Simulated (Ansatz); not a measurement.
Ansatz input

```yaml
crystal:
  lattice:
    - [5.4620799878, 0.0, 0.0]
    - [-2.7310399939, 4.7303000269, 0.0]
    - [0.0, 0.0, 3.3482550325]
  atoms:
    - { symbol: Te, position: [0.0, 0.0, 0.0] }
    - { symbol: Te, position: [0.3333333333, 0.6666666667, 0.5] }
    - { symbol: Te, position: [0.6666666667, 0.3333333333, 0.5] }
hamiltonian:
  xc: revpbe
  pseudopotentials:
    kind: paw
    azcp:
      Te: "pseudopotentials/Te.paw.azcp"
basis:
  ecutwfc: 420
  fft_grid_basis: typed
kpoints:
  mp_grid: { grid: [7, 7, 9], shift: [0, 0, 0] }
magnetization:
  spin_polarized: false
scf:
  occupations: { method: fermi_dirac, width: 0.1 }
relax:
  max_steps: 60
  f_tol: 0.01
  cell: {}
```

Terminal output

```
Engine: ansatz 0.2.0, x86_64-unknown-linux-gnu
Pseudopotentials: kind: paw
Pseudopotential: Te, paw, valence charge 16, recommended cutoff 420 eV (normal) 
Functional definition: revPBE
  parameter kappa = 1.245
  parameter beta = 0.06672455060314922
  exchange = pbe_x(kappa = kappa, mu = beta*pi^2/3)
  correlation = pbe_c(beta = beta)
Crystal: 3 atoms, lattice volume = 86.510 Å³
Basis set: ecut = 420 eV, 1673 PW (Γ), exchange–correlation on 80×80×48 points (8 copies of the dense FFT grid, shifted against one another)
Bands: 29, of which v1, the nominal top of the filled ones, is band 24 counted from 1 (23 counted from 0)
Symmetry: 24 space group operations
Space group: P6/mmm (ITA 191), of the structure as read, at distance tolerance 4.4e-5 Å
k-points: 40 of 441
Non-local potential: Te, projectors of the file, l = 0: 2, l = 1: 2, l = 2: 2, l = 3: 2
PAW form: soft (Blöchl's): semilocal exchange-correlation on the pseudo side does not see the compensation charge
PAW frozen core: Te, regenerated for the run's functional, and the local potential with it (the file was generated under x = pbe(κ = 0.804, μ = 0.2195149727645171), c = pbe(β = 0.06672455060314922))
PAW one-centre angular grid: Te, 590 points (default); XC on 64 Gauss nodes
Initial density: superposition of atomic densities (neutral atoms: chi_scale 0, normalization atom), corrected by the library's trained network
Initial wavefunctions: pseudopotential atomic-orbital guess
Functional: x = revpbe(κ = 1.245, μ = 0.2195149727645171), c = pbe(β = 0.06672455060314922)
SCF iter   1: F=—  HF=-20957.687698 eV  |F-HF|=—  |Δ(HF+E_count)|=         —  Δρ=2.56e-3  dr2=1.38e-2  ethr=1.77e-3  ⟨swp⟩=7.3  Hψ=5181  notcnv=0
SCF iter   2: F=—  HF=-20957.684145 eV  |F-HF|=—  |Δ(HF+E_count)|=   3.55e-3  Δρ=1.38e-3  dr2=3.80e-3  ethr=2.87e-5  ⟨swp⟩=2.0  Hψ=1649  notcnv=0
SCF iter   3: F=—  HF=-20957.684165 eV  |F-HF|=—  |Δ(HF+E_count)|=   1.98e-5  Δρ=4.17e-4  dr2=2.06e-4  ethr=7.93e-6  ⟨swp⟩=1.9  Hψ=1288  notcnv=0
SCF iter   4: F=—  HF=-20957.684203 eV  |F-HF|=—  |Δ(HF+E_count)|=   3.86e-5  Δρ=1.86e-4  dr2=4.31e-5  ethr=4.28e-7  ⟨swp⟩=2.0  Hψ=1447  notcnv=0
SCF iter   5: F=—  HF=-20957.684196 eV  |F-HF|=—  |Δ(HF+E_count)|=   7.51e-6  Δρ=5.23e-5  dr2=3.45e-6  ethr=8.98e-8  ⟨swp⟩=2.0  Hψ=1496  notcnv=0
SCF iter   6: F=—  HF=-20957.684196 eV  |F-HF|=—  |Δ(HF+E_count)|=   1.47e-7  Δρ=1.86e-5  dr2=3.86e-7  ethr=7.19e-9  ⟨swp⟩=2.6  Hψ=2010  notcnv=0
SCF iter   7: F=-20957.684196 eV  HF=-20957.684196 eV  |F-HF|=3.11e-8  |Δ(HF+E_count)|=   1.22e-7  Δρ=5.39e-6  dr2=4.02e-8  ethr=2.08e-10  ⟨swp⟩=5.0  Hψ=4047  notcnv=0
SCF 1 converged in 7 iterations: F = -20957.684196 eV  dr2 = 4.02e-8
...
Initial wavefunctions: pseudopotential atomic-orbital guess (no wavefunctions were taken with the density)
iter 1 solved again at ethr=1.12e-7 eV; its pass at ethr=3.10e-3 eV (dr2=5.36e-5 eV) is discarded
SCF iter   1: F=—  HF=-20957.697094 eV  |F-HF|=—  |Δ(HF+E_count)|=         —  Δρ=2.83e-4  dr2=1.68e-6  ethr=1.12e-7  ⟨swp⟩=3.2  Hψ=8062  notcnv=0
SCF iter   2: F=—  HF=-20957.697623 eV  |F-HF|=—  |Δ(HF+E_count)|=   5.28e-4  Δρ=1.44e-4  dr2=4.54e-7  ethr=3.49e-9  ⟨swp⟩=2.5  Hψ=1918  notcnv=0
SCF iter   3: F=—  HF=-20957.697802 eV  |F-HF|=—  |Δ(HF+E_count)|=   1.79e-4  Δρ=7.76e-6  dr2=1.59e-8  ethr=9.45e-10  ⟨swp⟩=2.0  Hψ=1379  notcnv=0
SCF iter   4: F=—  HF=-20957.697802 eV  |F-HF|=—  |Δ(HF+E_count)|=   4.24e-7  Δρ=2.06e-6  dr2=4.77e-9  ethr=3.31e-11  ⟨swp⟩=2.6  Hψ=1856  notcnv=0
SCF iter   5: F=—  HF=-20957.697802 eV  |F-HF|=—  |Δ(HF+E_count)|=   1.59e-8  Δρ=2.98e-7  dr2=1.09e-10  ethr=9.94e-12  ⟨swp⟩=2.0  Hψ=1504  notcnv=0
SCF iter   6: F=-20957.697802 eV  HF=-20957.697802 eV  |F-HF|=7.28e-12  |Δ(HF+E_count)|=  4.73e-11  Δρ=8.96e-8  dr2=7.55e-12  ethr=1.00e-12  ⟨swp⟩=6.8  Hψ=5102  notcnv=0
SCF 8 converged in 6 iterations: F = -20957.697802 eV  dr2 = 7.55e-12
relax step   8: F+E_penalty+E_count = -20957.69780213 eV  Δ(F+E_penalty+E_count) = -3.395e-4 eV  max|allowed force component| = 2.776e-17 eV/Å  Δτ_max = 0.0000 Å  P = +0.002 GPa  Ω = 88.787 Å³  stress off target by 3.04e-2 GPa  SCF on the basis re-selected at this cell (its energy is not comparable with the rows above)  (6 SCF iters)
basis re-selected at this cell: Δ(F+E_penalty+E_count) = -3.395e-4 eV, ΔP = -0.003 GPa vs the last step (what re-selecting the basis moved, of the pressure what is left beyond the Pulay correction that the steps carried, after the strain that the cell walked since its last selection, with what the two solves' SCF thresholds leave and, on support functions, any second-order correction that the steps lacked; it is no measure of the basis error at this ecutwfc). This SCF's stress stands 3.04e-2 GPa from its target on what of the cell is left free (relax.cell.stress_tol is 5.00e-2 GPa) and its largest allowed force component is 2.78e-17 eV/Å (relax.f_tol is 1.00e-2 eV/Å): within both
SCF converged after 6 iterations
Free energy (F): -20957.697802 eV
Harris-Foulkes:  -20957.697802 eV  (|F-HF|=7.28e-12)
Internal energy: -20957.613612 eV  (E = F + TS)
E sigma→0 (E₀):  -20957.655707 eV
Entropy (-TS):   -0.084190 eV (-28.063 meV/atom)
Fermi energy:    10.684399 eV
--- Per-component energies (eV) ---
  E_band       = -704.891352
  E_kinetic    = 538.171203
  E_local      = -3198.059318  (includes V_loc(G=0)·N_el)
  E_nonlocal   = -934.100834
  E_hartree    = 2167.662221
  E_xc         = -371.818466
  E_vxc        = -310.308933  (∫ρ·V_xc dr)
  E_paw        = -14004.221715  (= ΣΔE_a)
  E_vpaw       = -1135.917485  (= ΣTr[D̂ρ^β])
  E_aug_tail   = -0.000554  (compensation charges beyond the density's cutoff)
  E_ewald      = -5155.162686
  E_core_change = -0.083463  (= ΣΔE_core)
  E_smearing   = -0.084190  (= −TS)
  E_closure    = 0.000000  (closes the sum)
  Σ components = -20957.697802   (vs F -20957.697802, Δ=0.00e0)
--- Forces (eV/Å), atoms counted from 1 ---
  atom   1  Te     0.00000000    -0.00000000     0.00000000
  atom   2  Te    -0.00000000     0.00000000     0.00000000
  atom   3  Te     0.00000000    -0.00000000     0.00000000
  max |Σ_I F_I| component: 1.16e-18 eV/Å
--- Stress (GPa, compression-positive) ---
       -0.011543      -0.000000       0.000000
        0.000000      -0.011543      -0.000000
        0.000000      -0.000000       0.030365
  P = ⅓ Tr σ = 0.0024 GPa (0.024 kbar)
--- Relaxed structure (7 steps of the walk, 7 accepted, 1 SCFs on fresh bases) ---
  F+E_penalty+E_count = -20957.69780213 eV   max|allowed force component| = 2.776e-17 eV/Å   (the final SCF, on the basis selected at the relaxed cell)
  cell:  # Å, volume = 88.7867 Å³
    - [5.5866401676034725, 1.2883748173692511e-33, 0.0]
    - [-2.7933200838017362, 4.838172306947162, 0.0]
    - [0.0, 0.0, 3.2848525836475817]
  atoms:
    - { symbol: Te, position: [6.089974382165869e-38, 1.1875136120675485e-35, 0.0] }
    - { symbol: Te, position: [0.3333333333333333, 0.6666666666666666, 0.5] }
    - { symbol: Te, position: [0.6666666666666666, 0.3333333333333333, 0.5] }
```
